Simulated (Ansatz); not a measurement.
Ansatz input

```yaml
crystal:
  lattice:
    - [0.0, 2.1385113409, 2.1385113409]
    - [2.1385113409, 0.0, 2.1385113409]
    - [2.1385113409, 2.1385113409, 0.0]
  atoms:
    - { symbol: Ge, position: [0.0, 0.0, 0.0] }
hamiltonian:
  xc: hse06
  pseudopotentials:
    kind: paw
    azcp:
      Ge: "pseudopotentials/Ge.paw.azcp"
basis:
  ecutwfc: 420
  fft_grid_basis: typed
kpoints:
  mp_grid: { grid: [7, 7, 7], shift: [0, 0, 0] }
magnetization:
  spin_polarized: false
scf:
  occupations: { method: fermi_dirac, width: 0.1 }
```

and its output:

```
Engine: ansatz 0.2.0, aarch64-unknown-linux-gnu
Pseudopotentials: kind: paw
Pseudopotential: Ge, paw, valence charge 14, recommended cutoff 420 eV (normal) 
Functional definition: HSE06
  parameter a = 0.25
  parameter omega = 0.11/bohr
  exchange = pbe_x - a*pbe_x_sr(omega) + a*exact_x_sr(omega)
  correlation = pbe_c
Crystal: 1 atoms, lattice volume = 19.560 Å³
Basis set: ecut = 420 eV, 387 PW (Γ)
Bands: 11, of which v1, the nominal top of the filled ones, is band 7 counted from 1 (6 counted from 0)
Symmetry: 48 space group operations
Space group: Fm-3m (ITA 225), of the structure as read, at distance tolerance 2.7e-5 Å
k-points: 20 of 343
Non-local potential: Ge, projectors of the file, l = 0: 2, l = 1: 2, l = 2: 3, l = 3: 1
PAW form: soft (Blöchl's): semilocal exchange-correlation on the pseudo side does not see the compensation charge
PAW frozen core: Ge, regenerated for the run's functional, and the local potential with it (the file was generated under x = pbe(κ = 0.804, μ = 0.2195149727645171), c = pbe(β = 0.06672455060314922))
PAW one-centre angular grid: Ge, 590 points (default); XC on 64 Gauss nodes
Initial density: superposition of atomic densities (neutral atoms: chi_scale 0, normalization atom), corrected by the library's trained network
Initial wavefunctions: pseudopotential atomic-orbital guess
Functional: x = pbe(κ = 0.804, μ = 0.2195149727645171), c = pbe(β = 0.06672455060314922), warm-up for x = pbe(κ = 0.804, μ = 0.2195149727645171) + 0.25 (exact − pbe) at short range (hse, ω = 0.20786987370883472 Å⁻¹), c = pbe(β = 0.06672455060314922); HSE06 as pw.x's `hse` composes it (authors' and Libxc's form: `xc: wpbeh`)
SCF iter   1: F=—  HF=-4294.648548 eV  |F-HF|=—  |Δ(HF+E_count)|=         —  Δρ=7.87e-4  dr2=8.98e-5  ethr=1.77e-3  ⟨swp⟩=6.6  Hψ=890  notcnv=0
SCF iter   2: F=—  HF=-4294.648631 eV  |F-HF|=—  |Δ(HF+E_count)|=   8.31e-5  Δρ=5.24e-4  dr2=4.67e-5  ethr=6.42e-7  ⟨swp⟩=3.0  Hψ=491  notcnv=0
iter 3 solved again at ethr=1.48e-8 eV; its pass at ethr=3.33e-7 eV (dr2=2.07e-6 eV) is discarded
SCF iter   3: F=—  HF=-4294.648656 eV  |F-HF|=—  |Δ(HF+E_count)|=   2.47e-5  Δρ=1.12e-4  dr2=2.03e-6  ethr=1.48e-8  ⟨swp⟩=2.4  Hψ=731  notcnv=0
SCF iter   4: F=—  HF=-4294.648655 eV  |F-HF|=—  |Δ(HF+E_count)|=   1.02e-6  Δρ=3.93e-5  dr2=4.42e-8  ethr=1.45e-8  ⟨swp⟩=3.0  Hψ=480  notcnv=0
SCF iter   5: F=—  HF=-4294.648655 eV  |F-HF|=—  |Δ(HF+E_count)|=   4.35e-7  Δρ=3.46e-6  dr2=1.36e-9  ethr=3.16e-10  ⟨swp⟩=3.4  Hψ=505  notcnv=0
SCF iter   6: F=-4294.648655 eV  HF=-4294.648655 eV  |F-HF|=1.82e-11  |Δ(HF+E_count)|=   2.11e-9  Δρ=6.61e-7  dr2=6.93e-11  ethr=9.73e-12  ⟨swp⟩=3.0  Hψ=406  notcnv=0
SCF 1 converged in 6 iterations: F = -4294.648655 eV  dr2 = 6.93e-11
Initial density: handed on by an earlier stage of this run
Initial wavefunctions: those handed on with the density
Functional: x = pbe(κ = 0.804, μ = 0.2195149727645171) + 0.25 (exact − pbe) at short range (hse, ω = 0.20786987370883472 Å⁻¹), c = pbe(β = 0.06672455060314922); HSE06 as pw.x's `hse` composes it (authors' and Libxc's form: `xc: wpbeh`)
Exchange kernel: α = 0.2500, screened, ω = 0.2079 Å⁻¹, Wigner–Seitz truncation, v(0) = 1045.3918 eV·Å³, q-mesh 7×7×7, nearest image of the exchange supercell L = 21.17 Å, pair-density grid 12×12×12, without the augmentation charges, whose exchange is taken in its separable form by FFT convolution over the k-point mesh (sized by the pseudopotential files, 18×18×18 at the most), smooth part of the exact exchange by density-matrix convolution
Frozen-core exchange: fock
iter 1 solved again at ethr=4.62e-5 eV; its pass at ethr=1.00e-1 eV (dr2=6.47e-3 eV) is discarded
SCF iter   1: F=—  HF=-4295.369189 eV  |F-HF|=—  |Δ(HF+E_count)|=         —  Δρ=1.24e-2  dr2=1.01e-2  ethr=4.62e-5  ⟨swp⟩=4.2  Hψ=1162  notcnv=0
SCF iter   2: F=—  HF=-4295.359363 eV  |F-HF|=—  |Δ(HF+E_count)|=   9.83e-3  Δρ=3.14e-3  dr2=1.02e-3  ethr=4.62e-5  ⟨swp⟩=3.0  Hψ=549  notcnv=0
SCF iter   3: F=—  HF=-4295.362228 eV  |F-HF|=—  |Δ(HF+E_count)|=   2.86e-3  Δρ=2.51e-3  dr2=4.23e-4  ethr=5.57e-6  ⟨swp⟩=3.0  Hψ=501  notcnv=0
SCF iter   4: F=—  HF=-4295.362120 eV  |F-HF|=—  |Δ(HF+E_count)|=   1.07e-4  Δρ=9.07e-4  dr2=6.73e-5  ethr=2.94e-6  ⟨swp⟩=2.0  Hψ=361  notcnv=0
SCF iter   5: F=-4295.362113 eV  HF=-4295.362113 eV  |F-HF|=1.09e-7  |Δ(HF+E_count)|=   7.76e-6  Δρ=2.51e-5  dr2=1.60e-6  ethr=4.00e-7  ⟨swp⟩=2.7  Hψ=395  notcnv=0
SCF 2 stopped early in 5 iterations: F = -4295.362113 eV  dr2 = 1.60e-6
hybrid outer 1: dexx = +3.280e-3 eV, tail = 2.14e-5 eV
Exchange kernel: α = 0.2500, screened, ω = 0.2079 Å⁻¹, Wigner–Seitz truncation, v(0) = 1045.3918 eV·Å³, q-mesh 7×7×7, nearest image of the exchange supercell L = 21.17 Å, pair-density grid 12×12×12, without the augmentation charges, whose exchange is taken in its separable form by FFT convolution over the k-point mesh (sized by the pseudopotential files, 18×18×18 at the most), smooth part of the exact exchange by density-matrix convolution
Frozen-core exchange: fock
SCF iter   1: F=—  HF=-4295.362217 eV  |F-HF|=—  |Δ(HF+E_count)|=         —  Δρ=1.37e-4  dr2=1.11e-6  ethr=7.65e-7  ⟨swp⟩=4.1  Hψ=547  notcnv=0
iter 2 solved again at ethr=6.43e-11 eV; its pass at ethr=7.44e-9 eV (dr2=9.00e-9 eV) is discarded
SCF iter   2: F=-4295.362216 eV  HF=-4295.362216 eV  |F-HF|=2.29e-8  |Δ(HF+E_count)|=   3.36e-7  Δρ=7.44e-6  dr2=5.89e-8  ethr=6.43e-11  ⟨swp⟩=3.0  Hψ=991  notcnv=0  defer=1
SCF 3 converged in 2 iterations: F = -4295.362216 eV  dr2 = 5.89e-8
hybrid outer 2: dexx = +4.295e-7 eV, tail = 2.25e-7 eV, Δε = 3.01e-3 eV (about 3.87e-4 eV left of the loop's levels)
hybrid SCF converged: 2 outer / 7 inner (+6 warm-up), last move |dexx| = 4.29e-7 eV, tail = 2.25e-7 eV
Stability not checked: this state was not tested for a lower state beside it, because the functional holds exact exchange (a hybrid, or Hartree-Fock), whose exchange loop this test does not read (fock_operator; see scf.lower_state_search)
Free energy (F): -4295.362217 eV
Frozen-core exchange: fock
Harris-Foulkes:  -4295.362217 eV  (|F-HF|=2.29e-8)
Internal energy: -4295.348404 eV  (E = F + TS)
E sigma→0 (E₀):  -4295.355310 eV
Entropy (-TS):   -0.013813 eV (-13.813 meV/atom)
Fermi energy:    10.811834 eV
--- Per-component energies (eV) ---
  E_band       = -157.314658
  E_kinetic    = 108.604022
  E_local      = -2157.203081  (includes V_loc(G=0)·N_el)
  E_nonlocal   = 415.250046
  E_hartree    = 942.820394
  E_xc         = -60.803608
  E_vxc        = -51.721794  (∫ρ·V_xc dr)
  E_exx        = -54.071968  (= α·E_x^exact, valence–valence)
  E_paw        = -1976.844955  (= ΣΔE_a)
  E_vpaw       = -249.741167  (= ΣTr[D̂ρ^β])
  E_aug_tail   = 0.000221  (compensation charges beyond the density's cutoff)
  E_ewald      = -1512.734102
  E_core_change = -0.365374  (= ΣΔE_core)
  E_smearing   = -0.013813  (= −TS)
  E_closure    = -0.000000  (closes the sum)
  Σ components = -4295.362217   (vs F -4295.362217, Δ=0.00e0)
--- Band table (eV; the first three rows and the last of 20) ---
  k-point 0: bands = ["-17.6203", "-17.6203", "-17.6203", "-17.5753", "-17.5753", "-3.9322", "20.2058", "20.2058", "20.2058", "25.1637"]
  k-point 1: bands = ["-17.6202", "-17.6126", "-17.6126", "-17.5747", "-17.5747", "-3.3822", "16.1886", "19.5195", "19.5195", "23.8164"]
  k-point 2: bands = ["-17.6210", "-17.6093", "-17.6093", "-17.5591", "-17.5591", "-1.7376", "10.5108", "18.5870", "18.5870", "23.1742"]
  k-point 19: bands = ["-17.6255", "-17.5999", "-17.5838", "-17.5603", "-17.5310", "4.4288", "7.8446", "8.2300", "12.1078", "22.2319"]
  guard bands above this table: 1 of the run's 11 bands, where the rule asks 2: the bands that hold charge and the lowest empty level above them stay in the table. The solve was not asked for them (output.publish_guard_bands: true or output.eigenvalues: true publishes all)
```

Command:

```sh
ansatz run input.yaml --threads 4 --pin off --max-ram 8192MiB --backend cpu --events-out ev --progress --plain --runs-dir out
```

On 4 threads of Arm Neoverse V2 (shared host) this took about 3.3 s of wall time and 10 s of CPU time, with 0.85 GiB at the peak.
